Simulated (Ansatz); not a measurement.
All numbers below come from DFT PBE, scalar-relativistic, plane waves, PAW in Ansatz. All cells share a 420 eV cutoff and Γ-centred k meshes spaced at most about 0.3 Å⁻¹ (about 0.25 or finer for metals, 2π included). No spin polarisation.

These are static total energies at zero pressure.

Two relaxed structures of Be₅Te₂:

A.

```yaml
crystal:
  lattice:
    - [3.83177, 0.00000, 0.00000]
    - [-1.91589, 3.31841, 0.00000]
    - [0.00000, 0.00000, 9.15175]
  atoms:
    - { symbol: Be, position: [0.00000, 0.00000, 0.00047] }
    - { symbol: Be, position: [0.00000, 0.00000, 0.76124] }
    - { symbol: Be, position: [0.66667, 0.33333, 0.95159] }
    - { symbol: Be, position: [0.33333, 0.66667, 0.99731] }
    - { symbol: Be, position: [0.66667, 0.33333, 0.37812] }
    - { symbol: Te, position: [0.33333, 0.66667, 0.28200] }
    - { symbol: Te, position: [0.66667, 0.33333, 0.64928] }
```

B.

```yaml
crystal:
  lattice:
    - [3.83906, 0.00000, 0.00000]
    - [-1.91953, 3.32473, 0.00000]
    - [0.00000, 0.00000, 9.73686]
  atoms:
    - { symbol: Be, position: [0.00000, 0.00000, 0.00000] }
    - { symbol: Be, position: [0.66667, 0.33333, 0.99167] }
    - { symbol: Be, position: [0.33333, 0.66667, 0.00833] }
    - { symbol: Be, position: [0.66667, 0.33333, 0.41938] }
    - { symbol: Be, position: [0.33333, 0.66667, 0.58062] }
    - { symbol: Te, position: [0.33333, 0.66667, 0.31846] }
    - { symbol: Te, position: [0.66667, 0.33333, 0.68154] }
```

Question: Which form is favoured at zero pressure, and by what margin per atom?

Answer: A is lower, by 30 meV/atom. A has space group P3m1 (No. 156), 16.6 Å³/atom and no gap on its mesh; B has space group P-3m1 (No. 164), 17.8 Å³/atom and no gap. Counting Be atoms around Te (those within 1.25 times the shortest such distance or 1.15 times the sum of covalent radii, 1.27 where that leaves under three; a plus sign parts nearer from farther groups; a slash parts the counts of unlike sites), A has Te 3+1/4+1 and B has Te 4+1. The denser one is the lower, and pressure would at first widen the difference. Even the lower one lies +0.16 eV/atom against the reference forms of the elements (uncorrected), so neither is stable at this level. Both come from invented guesses.

For metals, differences of a few meV/atom aren't resolved. These runs have no spin–orbit coupling, which can matter for Te. Cells relaxed within their symmetry can be saddle points.
